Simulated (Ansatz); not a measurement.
# NiO (Fm-3m) in Ansatz: settings compared

The runs below take NiO through band structure, elastic constants, with revPBE, PBEsol, PBE.

Everything below comes from runs of Ansatz 0.2.0. Logs are shortened: lines on timing, memory, paths and dates and some standing lists are left out, and cuts for length are marked.

**Measured values to compare with.**

From “Local correlations, non-local screening, multiplets, and band formation in NiO”, 2012, arxiv:1210.6675, for a bulk crystal of NiO: band gap 4.3 eV.

How close the calculation comes is told below.

**1. The crystal as given**

The structure is cubic, space group Fm-3m (No. 225). Conventional cell: a = 4.172 Å, b = 4.172 Å, c = 4.172 Å, α = 90.00°, β = 90.00°, γ = 90.00°. Around Ni (site symmetry m-3m) lie 6 O at 2.09 Å. O (site symmetry m-3m) is surrounded by 6 Ni at 2.09 Å.

**2. Band structure, revPBE, collinear spin, ferromagnetic start**

Input file input.yaml:

```yaml
crystal:
  lattice:
    - [0.0, 2.0859016414, 2.0859016414]
    - [2.0859016414, 0.0, 2.0859016414]
    - [2.0859016414, 2.0859016414, 0.0]
  atoms:
    - { symbol: Ni, position: [0.0, 0.0, 0.0], spin: 1.0 }
    - { symbol: O, position: [0.5, 0.5, 0.5] }
kpoints:
  mp_grid: { grid: [11, 11, 11] }
  band_path:
    path:
      - [0.0, 0.0, 0.0]
      - [0.5, 0.0, 0.5]
      - [0.5, 0.25, 0.75]
      - [0.375, 0.375, 0.75]
      - [0.0, 0.0, 0.0]
      - [0.5, 0.5, 0.5]
      - [0.625, 0.25, 0.625]
      - [0.5, 0.25, 0.75]
    npoints: 6
scf:
  occupations: { method: fermi_dirac, width: 0.05 }
hamiltonian:
  xc: revpbe
  pseudopotentials: { kind: all_electron, lapw: { basis_error: 0.001 } }
magnetization:
  spin_polarized: true
output:
  forces: true
  stress: true
  eigenvalues: true
```

Potentials or basis: all-electron LAPW, scalar-relativistic.

On the command line:

```
$ ansatz run input.yaml --threads 2 --pin off --max-ram 6144MiB --backend cpu --events-out ev --progress --plain --runs-dir out
```

What it wrote:

```text
Warning: RAYON_NUM_THREADS=2 ignored (pool sized by the plan → 2); use --threads N
LAPW: plane waves up to 9.966 Å⁻¹, error target 1.0e-3 eV per atom; small_component_spin mean_spin; O in spheres of 0.943 Å, 8 of its electrons in bands, Dirac shells []; Ni in spheres of 1.143 Å, 18 of its electrons in bands, Dirac shells [] (how accurate: hamiltonian.pseudopotentials.lapw.basis_error, Limitations)
Engine: ansatz 0.2.0, x86_64-unknown-linux-gnu
Pseudopotentials: kind: all_electron
Pseudopotential: Ni, LAPW, valence charge 18, lapw/all_electron/scalar/gaussian/Ni, Koelling and Harmon's equation, gaussian nucleus
Pseudopotential: O, LAPW, valence charge 8, lapw/all_electron/scalar/gaussian/O, Koelling and Harmon's equation, gaussian nucleus
Functional definition: revPBE
  parameter kappa = 1.245
  parameter beta = 0.06672455060314922
  exchange = pbe_x(kappa = kappa, mu = beta*pi^2/3)
  correlation = pbe_c(beta = beta)
Crystal: 2 atoms, lattice volume = 18.151 Å³
Basis set: ecut = 378.44470110323897 eV, 307 PW (Γ), exchange–correlation at level 2
Bands: 18, of which v1, the nominal top of the filled ones, is band 13 counted from 1 (12 counted from 0)
Symmetry: 48 space group operations
Space group: Fm-3m (ITA 225), of the structure as read, at distance tolerance 2.6e-5 Å
Magnetic group: BNS 225.116 (UNI 1618), of the structure as read, at distance tolerance 2.6e-5 Å
k-points: 56 of 1331
Non-local potential: Ni, projectors of the file, none
Non-local potential: O, projectors of the file, none
Initial density: superposition of atomic densities (chi_scale 0.1, normalization cell, long waves kept (reshape's long-wave potential 0.00 eV rms))
Starting moments: Σ|m| = 1 μB on 1 of 2 sites
Initial wavefunctions: plane waves of lowest kinetic energy (no species holds an atomic orbital)
Functional: x = revpbe(κ = 1.245, μ = 0.2195149727645171), c = pbe(β = 0.06672455060314922)
iter 1 solved again at ethr=4.71e-3 eV; its pass at ethr=1.00e-1 eV (dr2=1.22e0 eV) is discarded
SCF iter   1: F=—  HF=-43434.888579 eV  |F-HF|=—  |Δ(HF+E_count)|=         —  Δρ=5.31e-2 (↑5.31e-2 ↓4.90e-2)  dr2=1.23e0  dr2_m=1.58e-1  M=1.791 μB ∫|m|=1.791 μB  β_m=0.30  ethr=4.71e-3  ⟨swp⟩=2.0  Hψ=13211  notcnv=0
Mixer restart at iter 1: flushing history
preconditioner: auto → none  [metal: Δε(μ)=0.034 eV  Ē_g=14.877 eV  σ=0.050 eV  W_gap=0.17  n_scr=8 (ndim 8)  ℏωp=34.9 eV  f_vac=0.000  D(μ)=3.26/eV (n_scr^D=58)  sad-step TF]
SCF iter   2: F=—  HF=-43434.363768 eV  |F-HF|=—  |Δ(HF+E_count)|=   5.25e-1  Δρ=2.26e-2 (↑2.26e-2 ↓1.38e-2)  dr2=2.21e-1  dr2_m=9.22e-3  M=1.391 μB ∫|m|=1.391 μB  β_m=0.35  ethr=4.71e-3  ⟨swp⟩=2.0  Hψ=6048  notcnv=0
SCF iter   3: F=—  HF=-43434.799169 eV  |F-HF|=—  |Δ(HF+E_count)|=         —  Δρ=2.56e-2 (↑2.52e-2 ↓2.56e-2)  dr2=1.70e-1  dr2_m=7.23e-2  M=1.837 μB ∫|m|=1.837 μB  β_m=1.00  ethr=8.50e-4  ⟨swp⟩=2.0  Hψ=6036  notcnv=0
Mixer restart at iter 3: flushing history
SCF iter   4: F=—  HF=-43434.667835 eV  |F-HF|=—  |Δ(HF+E_count)|=         —  Δρ=2.40e-2 (↑1.09e-2 ↓2.40e-2)  dr2=2.04e-1  dr2_m=1.33e-2  M=1.677 μB ∫|m|=1.681 μB  β_m=0.35  ethr=1.92e-4  ⟨swp⟩=3.0  Hψ=6993  notcnv=0
Mixer restart at iter 4: flushing history
iter 5 solved again at ethr=7.81e-6 eV; its pass at ethr=1.92e-4 eV (dr2=2.03e-3 eV) is discarded
SCF iter   5: F=—  HF=-43434.618244 eV  |F-HF|=—  |Δ(HF+E_count)|=   4.96e-2  Δρ=3.01e-3 (↑2.34e-3 ↓3.01e-3)  dr2=2.03e-3  dr2_m=6.90e-4  M=1.824 μB ∫|m|=1.829 μB  β_m=0.32  ethr=7.81e-6  ⟨swp⟩=2.0  Hψ=10471  notcnv=0
SCF iter   6: F=—  HF=-43434.614499 eV  |F-HF|=—  |Δ(HF+E_count)|=         —  Δρ=2.76e-3 (↑7.68e-4 ↓2.76e-3)  dr2=9.94e-4  dr2_m=4.72e-4  M=1.807 μB ∫|m|=1.813 μB  β_m=0.43  ethr=7.81e-6  ⟨swp⟩=3.0  Hψ=5971  notcnv=0
the basis was enlarged: its passes take 4.4 MiB over the memory plan, 2 of 2 planned eigensolver slots
SCF iter   7: F=—  HF=-43434.615986 eV  |F-HF|=—  |Δ(HF+E_count)|=   1.49e-3  Δρ=1.11e-3 (↑1.02e-3 ↓1.11e-3)  dr2=4.76e-6  dr2_m=1.87e-4  M=1.823 μB ∫|m|=1.830 μB  β_m=0.72  ethr=3.82e-6  ⟨swp⟩=2.2  Hψ=5553  notcnv=0
SCF iter   8: F=—  HF=-43434.616302 eV  |F-HF|=—  |Δ(HF+E_count)|=   3.16e-4  Δρ=3.93e-4 (↑3.93e-4 ↓3.47e-4)  dr2=4.87e-5  dr2_m=1.19e-5  M=1.834 μB ∫|m|=1.841 μB  β_m=0.74  ethr=1.83e-8  ⟨swp⟩=3.0  Hψ=6444  notcnv=0
SCF iter   9: F=—  HF=-43434.616307 eV  |F-HF|=—  |Δ(HF+E_count)|=   5.06e-6  Δρ=1.24e-4 (↑1.12e-4 ↓1.24e-4)  dr2=2.92e-6  dr2_m=1.70e-6  M=1.836 μB ∫|m|=1.844 μB  β_m=0.87  ethr=1.83e-8  ⟨swp⟩=3.0  Hψ=6280  notcnv=0
SCF iter  10: F=—  HF=-43434.616318 eV  |F-HF|=—  |Δ(HF+E_count)|=   1.10e-5  Δρ=7.40e-5 (↑3.87e-5 ↓7.40e-5)  dr2=1.21e-6  dr2_m=3.08e-7  M=1.838 μB ∫|m|=1.846 μB  β_m=0.94  ethr=1.12e-8  ⟨swp⟩=2.3  Hψ=5571  notcnv=0
SCF iter  11: F=—  HF=-43434.616319 eV  |F-HF|=—  |Δ(HF+E_count)|=   4.28e-7  Δρ=6.81e-6 (↑5.05e-6 ↓6.81e-6)  dr2=1.36e-9  dr2_m=5.63e-9  M=1.838 μB ∫|m|=1.846 μB  β_m=0.97  ethr=4.64e-9  ⟨swp⟩=2.6  Hψ=5661  notcnv=0
SCF iter  12: F=-43434.616319 eV  HF=-43434.616319 eV  |F-HF|=1.84e-8  |Δ(HF+E_count)|=   4.90e-8  Δρ=5.58e-6 (↑3.17e-6 ↓5.58e-6)  dr2=1.02e-8  dr2_m=1.30e-9  M=1.838 μB ∫|m|=1.846 μB  ethr=6.45e-12 (applied; sched 5.23e-12)  ⟨swp⟩=3.0  Hψ=6412  notcnv=0
SCF 1 converged in 12 iterations: F = -43434.616319 eV  dr2 = 1.02e-8
NSCF: frozen V_eff on 43 k-points
SCF converged after 12 iterations
Magnetization: 1.8383 μB (13.9192 up, 12.0808 down)
Absolute magnetization: 1.8465 μB (∫|ρ↑−ρ↓|)
Spin contamination: 0.0058 ħ² per cell (⟨S²⟩ above its minimum at these occupations)
Per-site moments (μB) at R_I (Å): [(1.5281607524377794, 1.1429959054927716), (0.2976979450864148, 0.9429057048248715)]
Free energy (F): -43434.616319 eV
Harris-Foulkes:  -43434.616319 eV  (|F-HF|=1.84e-8)
Internal energy: -43434.609039 eV  (E = F + TS)
E sigma→0 (E₀):  -43434.612679 eV
Entropy (-TS):   -0.007280 eV (-3.640 meV/atom)
Fermi energy:    14.758606 eV
--- Per-component energies (eV) ---
  E_band       = -1305.538790
  E_kinetic    = 44097.887081
  E_xc         = -1969.302067
  E_electrostatic = -85563.194052  (all electrons and nuclei)
  E_smearing   = -0.007280  (= −TS)
  E_closure    = 0.000000  (closes the sum)
  E_atoms      = -43422.238323  (free atoms, spherical and without spin; not in F)
  Σ components = -43434.616319   (vs F -43434.616319, Δ=0.00e0)
  Basis errors (estimates in eV, not in F): energy 3.7e-4 per atom: plane waves 3.4e-4 (1.9e-4 summed), levels above the bands 1.1e-144, relativity 7.0e-8, radial functions 3.6e-5, core shells 3.1e-9; eigenvalues (radial functions only) 9.0e-7; not estimated: angular momenta, meshes, grids; target (lapw.basis_error) 1.0e-3; muffin-tin radii O 0.943 Å, Ni 1.143 Å
--- Forces (eV/Å), atoms counted from 1 ---
  atom   1  Ni    -0.00000000    -0.00000000     0.00000000
  atom   2  O      0.00000000    -0.00000000    -0.00000000
  max |Σ_I F_I| component: 1.82e-30 eV/Å
--- Stress (GPa, compression-positive) ---
       11.609940      -0.000000       0.000000
       -0.000000      11.609940       0.000000
        0.000000       0.000000      11.609940
  P = ⅓ Tr σ = 11.6099 GPa (116.099 kbar)
--- Band table (eV; the first three rows and the last of 112) ---
  k-point 0 ↑: bands = ["-492.2454", "-89.8836", "-50.2046", "-50.2046", "-50.2046", "-5.7231", "11.4495", "11.4495", "11.7292", "11.7292", "11.7292", "12.0219", "12.0219", "12.0219", "16.2676", "32.5520", "33.5895", "33.5895"]
  k-point 1 ↑: bands = ["-492.2454", "-89.8833", "-50.2070", "-50.2049", "-50.2049", "-5.6291", "10.7565", "10.7565", "10.8822", "11.9968", "11.9968", "12.3218", "12.5347", "12.5347", "16.8540", "30.6937", "33.2941", "33.2941"]
  k-point 2 ↑: bands = ["-492.2454", "-89.8828", "-50.2135", "-50.2058", "-50.2058", "-5.3664", "9.5446", "10.0145", "10.0145", "12.1598", "12.1598", "12.5466", "13.3541", "13.3541", "18.0746", "28.4024", "32.1493", "32.1493"]
  k-point 55 ↓: bands = ["-492.0063", "-87.9529", "-48.3401", "-48.3385", "-48.3295", "-3.6489", "8.8357", "8.8891", "9.7665", "13.5100", "13.6942", "13.9670", "15.1908", "15.9232", "23.8129", "25.5153", "25.6992", "28.9289"]
```

Run time: 9 s. Hardware: 2 threads of Intel Xeon 6975P-C (Granite Rapids), shared host; peak memory 0.48 GiB.

What came out:

| Item | Value |
| --- | --- |
| Free energy | -43434.6163 eV |
| Pressure | 11.6 GPa |
| Band gap along the path | none (metal or under the smearing width) |
| Net moment | 1.84 μB per cell |
| Absolute moment | 1.85 μB per cell |
| Site moments | Ni +1.53; O +0.30 μB |

Levels at the corners of the path, in eV from the Fermi level:
Spin up:
```csv
point,band 10,band 11,band 12,band 13,band 14,band 15,band 16,band 17,band 18
Γ,-3.03,-3.03,-2.74,-2.74,-2.74,1.51,17.79,18.83,18.83
X,-3.61,-2.97,-2.41,-1.73,-1.73,6.12,10.59,12.16,16.63
W,-2.55,-1.97,-1.97,-1.73,-1.37,8.48,10.67,10.67,13.41
K,-2.71,-1.98,-1.85,-1.61,-1.29,7.78,10.29,10.52,15.83
Γ,-3.03,-3.03,-2.74,-2.74,-2.74,1.51,17.79,18.83,18.83
L,-2.05,-2.05,-1.49,0.20,0.20,5.56,10.00,14.00,14.00
U,-2.71,-1.98,-1.85,-1.61,-1.29,7.78,10.29,10.52,15.83
W,-2.55,-1.97,-1.97,-1.73,-1.37,8.48,10.67,10.67,13.41
```
Spin down:
```csv
point,band 8,band 9,band 10,band 11,band 12,band 13,band 14,band 15,band 16,band 17
Γ,-2.50,-2.50,-1.91,-1.91,-1.91,-0.47,-0.47,1.88,17.70,19.04
X,-3.86,-3.86,-2.90,-0.82,-0.82,-0.03,0.50,6.60,10.97,12.42
W,-5.80,-5.17,-1.14,-1.14,-0.81,0.37,1.11,9.06,10.99,10.99
K,-5.85,-4.40,-1.70,-0.95,-0.72,0.63,1.13,8.25,10.64,10.87
Γ,-2.50,-2.50,-1.91,-1.91,-1.91,-0.47,-0.47,1.88,17.70,19.04
L,-4.80,-4.80,-1.00,-1.00,-0.62,2.35,2.35,5.73,10.56,14.29
U,-5.85,-4.40,-1.70,-0.95,-0.72,0.63,1.13,8.25,10.64,10.87
W,-5.80,-5.17,-1.14,-1.14,-0.81,0.37,1.11,9.06,10.99,10.99
```

Caveat: a cell with one magnetic atom can't hold antiferromagnetic order, which such compounds often take; semilocal functionals often make such compounds metallic where correlation or magnetic order opens a gap, which also shifts bond lengths.

(Part 1 of 2 ends here.)
